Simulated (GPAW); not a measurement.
# SnTe (Fm-3m) in GPAW: further runs, part 2 of 2

GPAW 26.7.0. Earlier steps stand in the parts before.

## (3) Dielectric tensor, RPBE

The input, run.py:

```python
import numpy as np
from ase.dft.bandgap import bandgap
from ase.io import read, write
from gpaw import GPAW, PW
from gpaw.response.df import DielectricFunction

atoms = read('POSCAR')

calc = GPAW(mode=PW(400),
            xc='RPBE',
            kpts={'size': (6, 6, 6), 'gamma': True},
            occupations={'name': 'fermi-dirac', 'width': 0.001},
            nbands=19,
            convergence={'density': 1e-06},
            maxiter=150,
            txt='gpaw.txt')
atoms.calc = calc
energy = atoms.get_potential_energy()
calc.write('gs.gpw')
write('result.traj', atoms)
print(f'Energy: {energy:.6f} eV')
print('Fermi level:', round(calc.get_fermi_level(), 4), 'eV')
print(f'Gap: {bandgap(calc)[0]:.4f} eV, direct: {bandgap(calc, direct=True)[0]:.4f} eV')

for size in [(18, 18, 18)]:
    name = 'x'.join(str(n) for n in size)
    dense = calc.fixed_density(kpts={'size': size, 'gamma': True},
                               nbands=36, convergence={'bands': 30, 'eigenstates': 1e-7},
                               update_fermi_level=True, txt=f'dense-{name}.txt')
    dense.write(f'{name}.gpw', mode='all')
    df = DielectricFunction(f'{name}.gpw', frequencies=np.array([0.0]), hilbert=False, eta=0.001,
                            ecut=80, nbands=30, intraband=False, txt=f'df-{name}.txt')
    for xc in ['RPA']:
        for direction in ['x', 'y', 'z', [0, 1, 1], [1, 0, 1], [1, 1, 0]]:
            e0, e = df.get_macroscopic_dielectric_constant(xc=xc, direction=direction)
            print(f'{name} {xc} {direction}: {e0:.4f} without, {e:.4f} with local fields')
```

The input, POSCAR:

```
SnTe
1.0
    0.0000000000      3.1508500000      3.1508500000
    3.1508500000      0.0000000000      3.1508500000
    3.1508500000      3.1508500000      0.0000000000
Te Sn
1 1
Direct
    0.5000000000      0.5000000000      0.5000000000
    0.0000000000      0.0000000000      0.0000000000
```

Potentials or basis: the program's PAW data sets (release 1.2.1) made for this functional, pw.

Started as:

```console
OMP_NUM_THREADS=1 python run.py
```

gpaw.txt:

```text
__  _  _
 | _ |_)|_||  |
 |__||  | ||/\| - 26.7.0

Input parameters:
  mode=PW(ecut=400.0),
  convergence={'density': 1e-06},
  kpts=MonkhorstPack(size=(6, 6, 6), gamma=True),
  maxiter=150,
  nbands=19,
  occupations=Occupations(name='fermi-dirac', width=0.001),
  xc=XC(name='RPBE')

Diagonalizing LCAO Hamiltonian
Converting LCAO to pw mode

                 Te

       Sn

Atoms  # Å, Bohr magnetons
|   | symbol |        x |        y |        z |    initial magnetic moments |
|---|--------|----------|----------|----------|-----------------------------|
| 0 |     Te | 3.150850 | 3.150850 | 3.150850 | ( 0.0000,  0.0000,  0.0000) |
| 1 |     Sn | 0.000000 | 0.000000 | 0.000000 | ( 0.0000,  0.0000,  0.0000) |

Unit cell  # Å
| periodic |        x |        y |        z |  lengths |    angles |
|----------|----------|----------|----------|----------|-----------|
|      yes | 0.000000 | 3.150850 | 3.150850 | 4.455975 | 60.000000 |
|      yes | 3.150850 | 0.000000 | 3.150850 | 4.455975 | 60.000000 |
|      yes | 3.150850 | 3.150850 | 0.000000 | 4.455975 | 60.000000 |

Number of symmetries: 48
Symmetry operations  # r_c * U_cc + t_c -> r_c
|    | kind |            matrix            |
|----|------|------------------------------|
|  0 |  σ   |  1, 0, 0,  1, 0,-1,  1,-1, 0 |
|  1 |  C2  |  1, 0, 0,  1,-1, 0,  1, 0,-1 |
|  2 |  E   |  1, 0, 0,  0, 1, 0,  0, 0, 1 |
|  3 |  σ   |  1, 0, 0,  0, 0, 1,  0, 1, 0 |
|  4 |  C4  |  1, 0,-1,  1, 0, 0,  1,-1, 0 |
|  5 |  S6  |  1, 0,-1,  1,-1, 0,  1, 0, 0 |
|  6 |  σ   |  1, 0,-1,  0, 1,-1,  0, 0,-1 |
|  7 |  C3  |  1, 0,-1,  0, 0,-1,  0, 1,-1 |
|  8 |  S6  |  1,-1, 0,  1, 0, 0,  1, 0,-1 |
|  9 |  C4  |  1,-1, 0,  1, 0,-1,  1, 0, 0 |
| 10 |  C3  |  1,-1, 0,  0,-1, 1,  0,-1, 0 |
| 11 |  σ   |  1,-1, 0,  0,-1, 0,  0,-1, 1 |
| 12 |  σ   |  0, 1, 0,  1, 0, 0,  0, 0, 1 |
| 13 |  C4  |  0, 1, 0,  0, 1,-1, -1, 1, 0 |
| 14 |  C3  |  0, 1, 0,  0, 0, 1,  1, 0, 0 |
| 15 |  S6  |  0, 1, 0, -1, 1, 0,  0, 1,-1 |
| 16 |  C2  |  0, 1,-1,  1, 0,-1,  0, 0,-1 |
| 17 |  σ   |  0, 1,-1,  0, 1, 0, -1, 1, 0 |
| 18 |  S4  |  0, 1,-1,  0, 0,-1,  1, 0,-1 |
| 19 |  C4  |  0, 1,-1, -1, 1, 0,  0, 1, 0 |
| 20 |  C3  |  0, 0, 1,  1, 0, 0,  0, 1, 0 |
| 21 |  σ   |  0, 0, 1,  0, 1, 0,  1, 0, 0 |
| 22 |  S6  |  0, 0, 1,  0,-1, 1, -1, 0, 1 |
| 23 |  C4  |  0, 0, 1, -1, 0, 1,  0,-1, 1 |
| 24 |  S4  |  0, 0,-1,  1, 0,-1,  0, 1,-1 |
| 25 |  C3  |  0, 0,-1,  0, 1,-1,  1, 0,-1 |
| 26 |  C2  |  0, 0,-1,  0,-1, 0, -1, 0, 0 |
| 27 |  S6  |  0, 0,-1, -1, 0, 0,  0,-1, 0 |
| 28 |  S4  |  0,-1, 1,  1,-1, 0,  0,-1, 0 |
| 29 |  C4  |  0,-1, 1,  0, 0, 1, -1, 0, 1 |
| 30 |  C2  |  0,-1, 1,  0,-1, 0,  1,-1, 0 |
| 31 |  σ   |  0,-1, 1, -1, 0, 1,  0, 0, 1 |
| 32 |  C3  |  0,-1, 0,  1,-1, 0,  0,-1, 1 |
| 33 |  S6  |  0,-1, 0,  0, 0,-1, -1, 0, 0 |
| 34 |  S4  |  0,-1, 0,  0,-1, 1,  1,-1, 0 |
| 35 |  C2  |  0,-1, 0, -1, 0, 0,  0, 0,-1 |
| 36 |  C2  | -1, 1, 0,  0, 1, 0,  0, 1,-1 |
| 37 |  S6  | -1, 1, 0,  0, 1,-1,  0, 1, 0 |
| 38 |  S4  | -1, 1, 0, -1, 0, 1, -1, 0, 0 |
| 39 |  C3  | -1, 1, 0, -1, 0, 0, -1, 0, 1 |
| 40 |  S6  | -1, 0, 1,  0, 0, 1,  0,-1, 1 |
| 41 |  C2  | -1, 0, 1,  0,-1, 1,  0, 0, 1 |
| 42 |  C3  | -1, 0, 1, -1, 1, 0, -1, 0, 0 |
| 43 |  S4  | -1, 0, 1, -1, 0, 0, -1, 1, 0 |
| 44 |  C2  | -1, 0, 0,  0, 0,-1,  0,-1, 0 |
| 45 |  i   | -1, 0, 0,  0,-1, 0,  0, 0,-1 |
| 46 |  σ   | -1, 0, 0, -1, 1, 0, -1, 0, 1 |
| 47 |  C2  | -1, 0, 0, -1, 0, 1, -1, 1, 0 |

BZ-sampling:
  Number of BZ points: 216
  Number of IBZ points: 16

  Monkhorst-Pack size: [6, 6, 6]
  Monkhorst-Pack shift: [0.08333333333333333, 0.08333333333333333, 0.08333333333333333]

K-points  # in reciprocal-cell coordinates
|     |                                coordinates |     weight |
|-----|--------------------------------------------|------------|
|   0 | (  0.00000000,   0.00000000,   0.00000000) | 0.00462963 |
|   1 | (  0.16666667,   0.16666667,   0.00000000) | 0.02777778 |
|   2 | (  0.16666667,   0.16666667,   0.16666667) | 0.03703704 |
|   3 | (  0.33333333,   0.16666667,   0.16666667) | 0.05555556 |
|   4 | (  0.33333333,   0.33333333,  -0.33333333) | 0.05555556 |
|   5 | (  0.33333333,   0.33333333,   0.00000000) | 0.02777778 |
|   6 | (  0.33333333,   0.33333333,   0.16666667) | 0.11111111 |
|   7 | (  0.33333333,   0.33333333,   0.33333333) | 0.03703704 |
|   8 | (  0.50000000,   0.33333333,  -0.33333333) | 0.11111111 |
|   9 | (  0.50000000,   0.33333333,  -0.16666667) | 0.05555556 |
| ... |                                            |            |
|  15 | (  0.50000000,   0.50000000,   0.50000000) | 0.01851852 |

Plane wave coefficients: 1158
Cutoff: 400.0 eV

Spin-components: 1 (collinear spins)
Bands:           19
Projectors:      11
Spin-degeneracy: 2
Datatype:        complex128

Parallelization:
  kpt:    1
  domain: 1
  band:   1

Density:
  Valence electrons: 20.0
  Components: 1
  Grid points: [21 21 21]
  Charge: 0.0  # |e|

Potential:
  Grid points: [21 21 21]

species:
  Te:
    name:    Tellurium
    Z:       52.0
    valence: 6
    core:    46
    charge:  0.0  # [|e|]
    compensation charges:
      type: gauss
      rc: 0.36  # [Å]
      lmax: 2
    cutoffs:
      filter: 2.09  # [Å]
      core: 3.17  # [Å]
    projectors
    | kind |    occ | energy [eV] | rcut [Å] |
    |------|--------|-------------|----------|
    |   5s |  2.000 |     -15.026 |    1.180 |
    |   5p |  4.000 |      -5.917 |    1.196 |
    |    s |        |      12.185 |    1.180 |
    |    p |        |      21.294 |    1.196 |
    |    d |        |       0.000 |    1.238 |

    Using partial waves for Te as LCAO basis

  Sn:
    name:    Tin
    Z:       50.0
    valence: 14
    core:    36
    charge:  0.0  # [|e|]
    compensation charges:
      type: gauss
      rc: 0.38  # [Å]
      lmax: 2
    cutoffs:
      filter: 2.23  # [Å]
      core: 2.35  # [Å]
    projectors
    | kind |    occ | energy [eV] | rcut [Å] |
    |------|--------|-------------|----------|
    |   5s |  2.000 |     -10.465 |    1.201 |
    |   5p |  2.000 |      -3.644 |    1.270 |
    |   4d | 10.000 |     -25.852 |    1.185 |
    |    s |        |      16.747 |    1.201 |
    |    p |        |      23.567 |    1.270 |
    |    d |        |       1.359 |    1.185 |

    Using partial waves for Sn as LCAO basis

Reference energy: -352819.508013  # eV

eigensolver:
  PPCG
  Converge bands: occupied
  niter=2

density mixing:
  MSR1-Mixer
  Pratt-step length: 0.05
  Maximum mixing coefficient: 0.75
  Old densities: 10
  SVD Regularization: 0.005
  Good broyden scale: 1.0
  Trust region scale: 1.0
  Backstep threshold: 4.0
  History deletion threshold: 6.0
  Fourier metric: weight=20.0, sigma=0.015

occupation numbers:
  Fermi-Dirac:
    width: 0.0010  # eV

poisson solver:
  ecut: 3200.0  # eV

xc functional:
  name: RPBE with 2 nearest neighbor stencil

convergence criteria:
- Maximum integral of absolute [dens]ity change: 1e-06 electrons / valence electron
- Maximum [total energy] change in last 3 cyles: 0.0005 eV / valence electron
- Maximum integral of absolute [eigenst]ate change: 4e-08 eV^2 / valence electron
maximum number of iterations: 150

SCF iterations
|iter     | |      energy | eigst |  dens |
|---------|-|-------------|-------|-------|
|iter:   1| |   -6.982371 | -0.21 |       |
|iter:   2| |   -6.976155 | -2.36 | -1.48 |
|iter:   3| |   -6.948339 | -2.69 | -1.51 |
|iter:   4| |   -6.950549 | -4.13 | -2.11 |
|iter:   5| |   -6.950937c| -4.74 | -2.59 |
|iter:   6| |   -6.950947c| -6.04 | -3.29 |
|iter:   7| |   -6.950947c| -7.40 | -4.18 |
|iter:   8| |   -6.950947c| -7.46c| -4.69 |
|iter:   9| |   -6.950947c| -8.12c| -5.61 |
|iter:  10| |   -6.950947c| -8.61c| -6.29c|

Converged in 10 steps
Energy contributions relative to reference atoms: (reference = -352819.508013)

Energy contributions:
  Kinetic:          18.052831
  Coulomb:         -17.834303
  Zero:              0.241978
  External:          0.000000
  Xc:               -7.411453
  Entropy:          -0.000000
  Spinorbit:         0.000000
  ----------------------------
  Free energy:      -6.950947
  Extrapolated:     -6.950947

dipole moment: (-21.314782, -21.314782, -21.314782)  # |e|*Ang

Fermi level: 6.649
Eigenvalues  # (at kpt = [0.000, 0.000, 0.000])
| band index |      eig [eV] | occ [0-2] |
|------------|---------------|-----------|
|          0 |       -15.375 |     2.000 |
|        ... |               |           |
|          2 |       -15.370 |     2.000 |
|          3 |       -15.370 |     2.000 |
|          4 |       -15.370 |     2.000 |
|          5 |        -6.203 |     2.000 |
|          6 |         1.971 |     2.000 |
|          7 |         4.408 |     2.000 |
[... 9 lines left out ...]
|         17 |        13.457 |     0.000 |
|         18 |        13.496 |     0.000 |

Gap: 0.083 eV
Transition (v -> c):
  (s=0, k=15, n=9, [0.50, 0.50, 0.50]) -> (s=0, k=15, n=10, [0.50, 0.50, 0.50])
No difference between direct/indirect transitions
# Writing to gs.gpw (mode='')
```

Run time: 3.8 min. Hardware: 1 thread of Arm Neoverse V1, shared host; peak memory 0.46 GiB.

What came out:

```
Free energy                             : -6.9509 eV
Band gap on the k mesh                  : 0.08 eV, direct
Electronic dielectric tensor (diagonal) : 91.17
```

Electronic dielectric tensor:
```
91.17  0.00  0.00
 0.00 91.17  0.00
 0.00  0.00 91.17
```

Caveat: the gap is small at this level, which inflates the dielectric constant; the long-wavelength limit can be off by a per cent or two; spin-orbit coupling is left out, which moves the levels of the heavy elements.

## (4) How close it comes

Step 2. Against the measured gap of SnTe, 0.18 eV (direct; 300 K; a printed reference work, textbook), the calculated 0.10 eV is off by -0.08 eV. Spin-orbit coupling on Sn, Te is left out. The value is that of PBE on a finite k mesh, which can miss the band edges, without temperature or zero-point motion. Semilocal functionals fall short of measured gaps as a rule.

Step 3. Against the measured gap of SnTe, 0.18 eV (direct; 300 K; a printed reference work, textbook), the calculated 0.08 eV is off by -0.10 eV. Spin-orbit coupling on Sn, Te is left out. The value is that of RPBE on a finite k mesh, which can miss the band edges, without temperature or zero-point motion. Semilocal functionals fall short of measured gaps as a rule.
